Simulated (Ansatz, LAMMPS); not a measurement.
# S in place of O at several sites of Al2O3 with crystalline order left by the classical run (125 atoms), part 3 of 3

Aim: make S in place of O at several sites of Al2O3 with crystalline order left by the classical run (125 atoms), relax each, and compare their energies.

Ansatz 0.2.0; Kohn-Sham DFT, PBE, PAW (set soft_2), plane waves.

The cell: 50 Al and 75 O. The quench rate of 10 K/ps is orders of magnitude faster than experiment. The starting topology of bonds comes from the classical model. Sampling is at Γ alone, for a cell whose shortest periodic width is 11 Å.

So far. Step 6 (S on a site of O, site O111): The relaxation converged after 11 steps, 4.00 eV below its start, with a largest force component of 0.029 eV/Å.

### 7. S on a site of O, site O98

The site has 3 bonded neighbours (Al3) at 1.88 Å on average. 

input.yaml reads:

```yaml
crystal:
  lattice:
    - [11.1542, 0.0, 0.0]
    - [0.0, 11.1542, 0.0]
    - [0.0, 0.0, 11.1542]
  atoms:
    [... atom lines 1 to 94 left out ...]
    - { symbol: O, position: [0.70298, 0.26828, 0.74936] }
    - { symbol: O, position: [0.23606, 0.95162, 0.47342] }
    - { symbol: O, position: [0.76204, 0.98265, 0.1618] }
    - { symbol: S, position: [0.52621, 0.97614, 0.02777], spin: 0.6 }
    - { symbol: O, position: [0.87634, 0.32726, 0.94095] }
    - { symbol: O, position: [0.83624, 0.82628, 0.35074] }
    - { symbol: O, position: [0.33425, 0.11683, 0.05508] }
    [... atom lines 102 to 125 left out ...]
magnetization:
  spin_polarized: true
kpoints:
  mp_grid: { grid: [1, 1, 1] }
hamiltonian:
  xc: pbe
scf:
  occupations: { method: fermi_dirac, width: 0.025 }
  lower_state_search: "off"
output:
  forces: true
  eigenvalues: true
relax:
  f_tol: 0.05
  max_steps: 90
```

Command:

```sh
$ ansatz run input.yaml --threads 4 --pin off --max-ram 8192MiB --backend cpu --events-out ev --progress --plain --runs-dir out
```

Numbers of over 12 decimals in the logs are rounded to 6 here.

Log:

```text
[...]
Crystal: 125 atoms, lattice volume = 1387.763 Å³
Basis set: ecut = 420 eV, 27201 PW (Γ), exchange–correlation on 150×150×150 points (8 copies of the dense FFT grid, shifted against one another)
Bands: 427, of which v1, the nominal top of the filled ones, is band 300 counted from 1 (299 counted from 0)
Symmetry: 1 space group operations
[...]
k-points: 1
[...]
Starting moments: Σ|m| = 2.4 μB on 4 of 125 sites
[...]
SCF iter   1: F=—  HF=-69995.486346 eV  |F-HF|=—  |Δ(HF+E_count)|=         —  Δρ=6.03e-2 (↑5.95e-2 ↓6.03e-2)  dr2=2.12e2  dr2_m=1.96e-1  M=0.000 μB ∫|m|=0.304 μB  β_m=0.30  ethr=3.10e-3  ⟨swp⟩=6.0  Hψ=3709  notcnv=0  defer=100
[...]
SCF iter  11: F=-69936.397260 eV  HF=-69936.397258 eV  |F-HF|=2.51e-6  |Δ(HF+E_count)|=   1.04e-6  Δρ=8.53e-6 (↑8.53e-6 ↓8.18e-6)  dr2=3.09e-6  dr2_m=3.73e-7  M=0.000 μB ∫|m|=0.001 μB  ethr=6.57e-9  ⟨swp⟩=19.0  Hψ=5199  notcnv=0
[...]
SCF 1 converged in 11 iterations: F = -69936.397260 eV  dr2 = 3.09e-6
[...]
relax step   1: F+E_penalty+E_count = -69936.39726038 eV  Δ(F+E_penalty+E_count) = +0.000e0 eV  max|allowed force component| = 9.381e0 eV/Å  Δτ_max = 0.0000 Å  (11 SCF iters, dr2 threshold 6.25e-5 eV, accepted)
[...]
relax step   2: F+E_penalty+E_count = -69940.02297981 eV  Δ(F+E_penalty+E_count) = -3.626e0 eV  max|allowed force component| = 3.923e0 eV/Å  Δτ_max = 0.1948 Å  (5 SCF iters, dr2 threshold 1.00e-4 eV, accepted)
[...]
relax step   3: F+E_penalty+E_count = -69940.62682099 eV  Δ(F+E_penalty+E_count) = -6.038e-1 eV  max|allowed force component| = 3.059e0 eV/Å  Δτ_max = 0.2000 Å  (6 SCF iters, dr2 threshold 1.00e-4 eV, accepted)
[...]
relax step   4: F+E_penalty+E_count = -69941.30637753 eV  Δ(F+E_penalty+E_count) = -6.796e-1 eV  max|allowed force component| = 9.614e-1 eV/Å  Δτ_max = 0.1947 Å  (5 SCF iters, dr2 threshold 1.00e-4 eV, accepted)
[...]
relax step   5: F+E_penalty+E_count = -69941.21108421 eV  Δ(F+E_penalty+E_count) = +9.529e-2 eV  max|allowed force component| = 7.712e-1 eV/Å  Δτ_max = 0.2000 Å  (6 SCF iters, dr2 threshold 9.13e-5 eV, rejected (line search))
[...]
relax step   6: F+E_penalty+E_count = -69941.48351538 eV  Δ(F+E_penalty+E_count) = -1.771e-1 eV  max|allowed force component| = 1.280e-1 eV/Å  Δτ_max = 0.1000 Å  (9 SCF iters, accepted)
[...]
relax step   7: F+E_penalty+E_count = -69941.48927604 eV  Δ(F+E_penalty+E_count) = -5.761e-3 eV  max|allowed force component| = 2.759e-2 eV/Å  Δτ_max = 0.0170 Å  (8 SCF iters, accepted)
SCF converged after 8 iterations
Magnetization: 0.0000 μB (300.0000 up, 300.0000 down)
Absolute magnetization: 0.0000 μB (∫|ρ↑−ρ↓|, with the PAW one-centre terms)
[...]
Per-site moments (μB) at R_I (Å): [(-3.458447381196132e-11, 0.759467), (1.885699501330403e-10, 0.767381), (-1.5916889358419903e-10, 0.735751), (-1.8111143166875006e-9, 0.763115), (-2.883614921837691e-9, [...]
Free energy (F): -69941.489276 eV
[...]
Internal energy: -69941.489276 eV  (E = F + TS)
E sigma→0 (E₀):  -69941.489276 eV
Fermi energy:    7.102801 eV
[...]
Σ components = -69941.489276   (vs F -69941.489276, Δ=0.00e0)
--- Forces (eV/Å), atoms counted from 1 ---
  atom   1  Al    -0.00625403    -0.00805254     0.00183033
  atom   2  Al     0.00093973    -0.00005303    -0.00298476
  atom   3  Al    -0.00614398     0.00049404     0.00845310
  atom   4  Al    -0.00586234    -0.00665618     0.00559927
[...]
atom 125  O     -0.00248437    -0.00147044     0.00383226
  max |Σ_I F_I| component: 1.15e-4 eV/Å
--- Band table (eV) ---
[...]
--- Relaxed structure (7 steps of the walk, 6 accepted, 0 SCFs on fresh bases) ---
  F+E_penalty+E_count = -69941.48927604 eV   max|allowed force component| = 2.759e-2 eV/Å
  atoms:
    - { symbol: Al, position: [0.900206, 0.109910, 0.562080] }
    - { symbol: Al, position: [0.895828, 0.942079, 0.761834] }
    - { symbol: Al, position: [0.846920, 0.810970, 0.510725] }
    - { symbol: Al, position: [0.598704, 0.793307, 0.388420] }
[...]
- { symbol: O, position: [0.072833, 0.933786, 0.732248] }
```

Run time: 2.4 min. Hardware: 4 threads of Intel Xeon 6975P-C (Granite Rapids), shared host; peak memory 3.2 GiB; 9.1 min of CPU time.

The relaxation converged after 7 steps, 5.09 eV below its start, with a largest force component of 0.028 eV/Å.

A closer look about the S atom, after relaxation: 10 atoms, nearest first, numbered in the order of the input, with positions taken from that point.

```tsv
atom	x	y	z	distance (Å)	bonds
S98	0.00	0.00	0.00	0.00	3
Al29	0.47	2.13	-0.66	2.28	4
Al50	0.67	0.31	2.16	2.28	5
Al36	-2.27	0.06	0.55	2.33	6
O106	0.49	-1.71	2.32	2.93	4
O64	-0.45	1.94	-2.26	3.01	3
O67	-2.74	0.03	-1.27	3.02	3
O71	0.12	2.05	2.25	3.05	3
O87	2.32	1.92	-0.55	3.06	3
O121	-2.36	-1.76	0.91	3.09	3
```

The column of bonds counts only the pairs O-Al within 2.48 Å, Al-S within 2.73 Å; other neighbours, such as metal atoms beside each other in a compound, aren't counted, and periodic images can show an atom twice.

The largest move is 0.56 Å, by S98.

### 8. S on a site of O, site O116

The site has 3 bonded neighbours (Al3) at 1.81 Å on average. 

Input and log are left out; they have the form of those shown for this kind of step.

It took 3.5 min on 4 threads of Intel Xeon 6975P-C (Granite Rapids), shared host; peak memory 3.2 GiB; 14 min of CPU time.

The relaxation converged after 11 steps, 6.12 eV below its start, with a largest force component of 0.037 eV/Å.

### 9. S on a site of O, site O52

The site has 3 bonded neighbours (Al3) at 1.88 Å on average. 

Input and log are left out; they have the form of those shown for this kind of step.

Wall time 3.2 min (4 threads of Intel Xeon 6975P-C (Granite Rapids), shared host); peak memory 3.2 GiB.

The relaxation converged after 10 steps, 4.82 eV below its start, with a largest force component of 0.018 eV/Å.

A closer look about the S atom, after relaxation: 14 atoms, nearest first, numbered in the order of the input, with positions taken from that point.

```tsv
atom	x	y	z	distance (Å)	bonds
S52	0.00	0.00	0.00	0.00	3
Al21	1.74	1.34	0.14	2.20	4
Al20	-1.22	0.97	-1.58	2.22	4
Al26	1.01	-2.02	-0.70	2.36	5
O123	1.42	-1.97	1.24	2.73	3
O58	-2.07	-2.19	-0.40	3.04	3
O90	1.08	2.47	1.40	3.04	3
O114	0.13	-1.94	-2.36	3.05	3
O53	-2.11	2.21	-0.67	3.13	3
O120	2.96	0.44	1.14	3.20	3
Al37	2.22	-0.79	2.27	3.27	4
O81	-0.08	1.84	-2.74	3.30	3
O113	-2.31	-0.22	-2.38	3.32	3
Al41	-1.69	-1.93	-2.17	3.36	4
```

The column of bonds counts only the pairs O-Al within 2.49 Å, Al-S within 2.77 Å; other neighbours, such as metal atoms beside each other in a compound, aren't counted, and periodic images can show an atom twice.

The largest move is 0.66 Å, by S52.

### 10. S on a site of O, site O74

The site has 3 bonded neighbours (Al3) at 1.86 Å on average. 

input.yaml, the sections that differ from step 7:

```yaml
crystal:
  lattice:
    - [11.1542, 0.0, 0.0]
    - [0.0, 11.1542, 0.0]
    - [0.0, 0.0, 11.1542]
  atoms:
    [... atom lines 1 to 70 left out ...]
    - { symbol: O, position: [0.55279, 0.12966, 0.19958] }
    - { symbol: O, position: [0.46152, 0.60409, 0.60176] }
    - { symbol: O, position: [0.93717, 0.93234, 0.93193] }
    - { symbol: S, position: [0.06514, 0.09027, 0.56379], spin: 0.6 }
    - { symbol: O, position: [0.24846, 0.25799, 0.46573] }
    - { symbol: O, position: [0.43076, 0.44792, 0.41304] }
    - { symbol: O, position: [0.72797, 0.90146, 0.774] }
    [... atom lines 78 to 125 left out ...]
# magnetization, kpoints, hamiltonian, scf, output, relax: as in step 7
```

Log:

```text
[...]
Crystal: 125 atoms, lattice volume = 1387.763 Å³
Basis set: ecut = 420 eV, 27201 PW (Γ), exchange–correlation on 150×150×150 points (8 copies of the dense FFT grid, shifted against one another)
Bands: 427, of which v1, the nominal top of the filled ones, is band 300 counted from 1 (299 counted from 0)
Symmetry: 1 space group operations
[...]
k-points: 1
[...]
Starting moments: Σ|m| = 2.4 μB on 4 of 125 sites
[...]
SCF iter   1: F=—  HF=-69994.577398 eV  |F-HF|=—  |Δ(HF+E_count)|=         —  Δρ=6.03e-2 (↑5.95e-2 ↓6.03e-2)  dr2=2.13e2  dr2_m=1.99e-1  M=0.000 μB ∫|m|=0.318 μB  β_m=0.30  ethr=3.10e-3  ⟨swp⟩=6.0  Hψ=3714  notcnv=0  defer=110
[...]
SCF iter   3: F=—  HF=-69935.758489 eV  |F-HF|=—  |Δ(HF+E_count)|=    1.08e1  Δρ=1.61e-2 (↑1.58e-2 ↓1.61e-2)  dr2=7.94e0  dr2_m=4.79e-2  M=0.000 μB ∫|m|=0.254 μB  β_m=0.30  ethr=3.10e-3  ⟨swp⟩=4.0  Hψ=1742  notcnv=0  defer=236
[...]
SCF iter   7: F=—  HF=-69935.182679 eV  |F-HF|=—  |Δ(HF+E_count)|=   1.65e-2  Δρ=6.03e-4 (↑5.38e-4 ↓6.03e-4)  dr2=3.94e-3  dr2_m=3.33e-3  M=0.000 μB ∫|m|=0.080 μB  β_m=0.30  ethr=2.15e-6  ⟨swp⟩=2.0  Hψ=1287  notcnv=0  defer=240
[...]
SCF iter  12: F=-69935.194595 eV  HF=-69935.194595 eV  |F-HF|=8.37e-8  |Δ(HF+E_count)|=   3.60e-6  Δρ=5.30e-6 (↑4.78e-6 ↓5.30e-6)  dr2=1.02e-6  dr2_m=1.21e-7  M=0.000 μB ∫|m|=0.001 μB  ethr=7.15e-10  ⟨swp⟩=3.0  Hψ=2815  notcnv=0
[...]
SCF 1 converged in 12 iterations: F = -69935.194595 eV  dr2 = 1.02e-6
[...]
relax step   1: F+E_penalty+E_count = -69935.19459540 eV  Δ(F+E_penalty+E_count) = +0.000e0 eV  max|allowed force component| = 1.089e1 eV/Å  Δτ_max = 0.0000 Å  (12 SCF iters, dr2 threshold 6.25e-5 eV, accepted)
[... from here on, the SCF cycles and remarks between the steps are left out ...]
relax step   2: F+E_penalty+E_count = -69939.10054769 eV  Δ(F+E_penalty+E_count) = -3.906e0 eV  max|allowed force component| = 4.135e0 eV/Å  Δτ_max = 0.1949 Å  (6 SCF iters, dr2 threshold 1.00e-4 eV, accepted)
relax step   3: F+E_penalty+E_count = -69939.89528028 eV  Δ(F+E_penalty+E_count) = -7.947e-1 eV  max|allowed force component| = 2.555e0 eV/Å  Δτ_max = 0.2000 Å  (6 SCF iters, dr2 threshold 1.00e-4 eV, accepted)
relax step   4: F+E_penalty+E_count = -69940.41555302 eV  Δ(F+E_penalty+E_count) = -5.203e-1 eV  max|allowed force component| = 8.415e-1 eV/Å  Δτ_max = 0.1081 Å  (5 SCF iters, dr2 threshold 1.00e-4 eV, accepted)
relax step   5: F+E_penalty+E_count = -69940.56693493 eV  Δ(F+E_penalty+E_count) = -1.514e-1 eV  max|allowed force component| = 3.987e-1 eV/Å  Δτ_max = 0.2000 Å  (6 SCF iters, dr2 threshold 7.68e-5 eV, accepted)
relax step   6: F+E_penalty+E_count = -69940.50683376 eV  Δ(F+E_penalty+E_count) = +6.010e-2 eV  max|allowed force component| = 7.222e-1 eV/Å  Δτ_max = 0.2000 Å  (7 SCF iters, dr2 threshold 1.72e-5 eV, rejected (line search))
relax step   7: F+E_penalty+E_count = -69940.62559090 eV  Δ(F+E_penalty+E_count) = -5.866e-2 eV  max|allowed force component| = 1.939e-1 eV/Å  Δτ_max = 0.0777 Å  (9 SCF iters, accepted)
relax step   8: F+E_penalty+E_count = -69940.64737533 eV  Δ(F+E_penalty+E_count) = -2.178e-2 eV  max|allowed force component| = 4.664e-2 eV/Å  Δτ_max = 0.0644 Å  (6 SCF iters, dr2 threshold 8.44e-6 eV, accepted)
relax step   9: F+E_penalty+E_count = -69940.64737656 eV  Δ(F+E_penalty+E_count) = -1.233e-6 eV  max|allowed force component| = 4.661e-2 eV/Å  Δτ_max = 0.0000 Å  (4 SCF iters, accepted)
SCF converged after 4 iterations
Magnetization: 0.0000 μB (300.0000 up, 300.0000 down)
Absolute magnetization: 0.0000 μB (∫|ρ↑−ρ↓|, with the PAW one-centre terms)
[...]
Per-site moments (μB) at R_I (Å): [(-2.2613882378443857e-9, 0.779754), (-5.0788980571829404e-9, 0.764081), (5.196999430899646e-10, 0.736508), (2.755852198516223e-10, 0.759183), (-1.9537472744670444e-9, [...]
Free energy (F): -69940.647377 eV
[...]
Internal energy: -69940.647377 eV  (E = F + TS)
E sigma→0 (E₀):  -69940.647377 eV
Fermi energy:    7.117826 eV
[...]
Σ components = -69940.647377   (vs F -69940.647377, Δ=0.00e0)
--- Forces (eV/Å), atoms counted from 1 ---
  atom   1  Al    -0.00421180    -0.00913169     0.00184599
  atom   2  Al    -0.00646132    -0.00244225    -0.00792572
  atom   3  Al    -0.01124228    -0.00621126     0.01499967
  atom   4  Al    -0.00884867     0.00360866    -0.00867764
[...]
atom 125  O     -0.01772175    -0.00555703     0.00268150
  max |Σ_I F_I| component: 3.51e-4 eV/Å
--- Band table (eV) ---
[...]
--- Relaxed structure (9 steps of the walk, 8 accepted, 0 SCFs on fresh bases) ---
  F+E_penalty+E_count = -69940.64737656 eV   max|allowed force component| = 4.661e-2 eV/Å
  atoms:
    - { symbol: Al, position: [0.850960, 0.111281, 0.575814] }
    - { symbol: Al, position: [0.893360, 0.944190, 0.764393] }
    - { symbol: Al, position: [0.848400, 0.808946, 0.511983] }
    - { symbol: Al, position: [0.600439, 0.794960, 0.388955] }
[...]
- { symbol: O, position: [0.077229, 0.940169, 0.728612] }
```

It took 3 min on 4 threads; peak memory 3.2 GiB.

The relaxation converged after 9 steps, 5.45 eV below its start, with a largest force component of 0.047 eV/Å.

Local excerpt of 10 atoms (numbers count through the whole input) about the S atom, after relaxation; x, y, z are measured from there.

```tsv
atom	x	y	z	distance (Å)	bonds
S74	0.00	0.00	0.00	0.00	4
Al43	0.51	-2.13	0.38	2.22	4
Al30	0.63	0.12	2.21	2.30	5
Al1	-2.33	-0.03	0.57	2.40	6
Al12	2.62	-0.12	-0.12	2.63	5
O123	-2.12	1.82	0.24	2.80	3
O96	2.14	-1.88	-0.53	2.89	3
O75	2.34	1.56	-0.74	2.91	3
O125	0.19	-1.94	2.27	2.99	4
O93	2.46	-0.28	1.69	3.00	3
```

The column of bonds counts only the pairs O-Al within 2.38 Å, Al-S within 2.64 Å; other neighbours, such as metal atoms beside each other in a compound, aren't counted, and periodic images can show an atom twice.

The largest move is 0.56 Å, by Al1.

### 11. The sites compared

All these cells hold the same atoms, so their energies can be compared with no chemical potential.

```tsv
site	neighbours	mean distance (Å)	atoms within 6 Å	energy over the best site (eV)	before relaxation (eV)	gain on relaxing (eV)
O111	Al4	2.03	79	0.00	0.00	4.00
O99	Al2	1.79	84	0.16	0.47	4.31
O98	Al3	1.88	80	0.29	1.38	5.09
O52	Al3	1.88	83	0.46	1.28	4.82
O74	Al3	1.86	83	1.13	2.58	5.45
O116	Al3	1.81	81	1.87	3.99	6.12
```

Neighbours are those of the relaxed host within 2.38 Å (O-Al); other pairs aren't counted.

### 12. What came out

The cheapest site is O111 (4 neighbours, Al4); the dearest, O116 (3 neighbours, Al3), costs 1.9 eV more. By coordination the energies over the best site are 0.16 eV with 2 neighbours, 0.29 to 1.87 eV with 3 neighbours and 0.00 eV with 4 neighbours. Relaxation gains 4.0 to 6.1 eV and leaves the best site the same.

**Limits.** Defects are neutral and interact with their images. The reference ran with gaussian smearing of 0.05 eV, but 6 of the 6 defect cells with fermi-dirac smearing of 0.025 eV, spin polarised. In a disordered cell the relaxation can also rearrange atoms far from the site. In the spin-polarised runs the search for a state of lower energy was switched off. Only 6 of the 75 O sites were tried; unless symmetry makes the others alike to these, a cheaper one may exist. The stress is far from hydrostatic: its diagonal is -7.5, -3.8, -4.8 GPa, compression counted positive. The pressure of -5.4 GPa means that a free cell would contract at this level.

The DFT runs together took 21 min of wall time.

[Logs are printed without paths, hosts, clocks, repeated set-up lines and the standing remarks that a program may print on its own settings, such as how far it seeks lower states.]

[Hosts, paths, dates, database ids (printed as entryN), source tags and the programs' standing remarks are cut or masked in the printed files.]
